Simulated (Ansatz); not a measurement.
**SnO: strain energy, fitted**

SnO, P4/nmm, a = 3.868 Å, c = 5.066 Å. Ansatz: PBE, PAW, 420 eV, Γ-centred 10×10×8 mesh on 4 atoms, Gaussian smearing 0.01 eV; no spin polarisation. Series: shear of c along a, cell held, atoms relaxed; x is the strain in per cent (engineering shear). y is the free energy over the unstrained cell, V0 = 18.952 Å³/atom. Symmetry makes y even in x.

| x (%) | y (meV/atom) |
| --- | --- |
| 0.0 | 0.00 |
| 2.0 | 0.44 |
| 4.0 | 1.74 |
| 6.0 | 3.90 |
| 8.0 | 6.91 |
| 12.0 | ? |

**Question.** Fit y = c2 x² + c4 x⁴ to the other rows, turn c2 into a modulus, and predict the missing energy.

**Answer.** Least squares on the rows shown. y = 0.10893 x² − 1.5130×10⁻⁵ x⁴. In eV per unit strain² c2 is 1.089; this is the shear stiffness (E = ½ C V0 γ²): 2 × 1.089 × 160.2 / (18.952) = 18.4 GPa. At x = 12.0 the fit asked for gives 15.37 meV/atom. The run gave 15.37 meV/atom, the same to the digits shown. The form still works here, 50 % of the fitted range beyond its end.